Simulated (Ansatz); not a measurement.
**CdSe: zone-centre modes**

All numbers below come from DFT PBE, scalar-relativistic, plane waves, PAW in Ansatz. Plane waves to 420 eV; Γ-centred k mesh 12×12×12; fixed occupations. No spin polarisation. Phonons by linear response, acoustic sum rule imposed.

Equilibrium structure at this level:
```yaml
crystal:
  lattice:
    - [-2.19095, 2.19095, 3.09723]
    - [2.19095, -2.19095, 3.09723]
    - [2.19095, 2.19095, -3.09723]
  atoms:
    - { symbol: Cd, position: [0.00000, 0.00000, 0.00000] }
    - { symbol: Se, position: [0.25000, 0.75000, 0.50000] }
```

It was reached by relaxing an invented guess, and it needn't be the stable form of this composition. The run warned that its linear response isn't converged on this k mesh, so dielectric tensors, Born charges and infrared intensities are rough, and the frequencies may be too.

Optical modes at Γ (transverse, no macroscopic field):
```json
{"frequency (cm⁻¹)": "154", "degeneracy": "1", "IR intensity of the level ((D/Å)²/amu)": "2.67"}
{"frequency (cm⁻¹)": "154", "degeneracy": "2", "IR intensity of the level ((D/Å)²/amu)": "5.34"}
```

All 3 optical modes at Γ are real: no displacement of atoms at fixed cell lowers the energy to second order. Strains and modes at other wave vectors aren't tested by this run.

* Electronic dielectric constant ε∞ (principal values): 8.08
* Static dielectric constant ε0 (principal values): 12.1
* Refractive index √ε∞, mean: 2.84
* Kohn–Sham gap on the mesh: 0.49 eV
* Cost: 9.5 min on 1 thread of Arm Neoverse V2, with other jobs on the host, peak memory 2.1 GiB

Born effective charges (e):
```json
{"atom": "Cd (atom 1)", "Z*xx": "2.32", "Z*yy": "2.32", "Z*zz": "2.32", "mean": "2.32"}
{"atom": "Se (atom 2)", "Z*xx": "-2.32", "Z*yy": "-2.32", "Z*zz": "-2.32", "mean": "-2.32"}
```
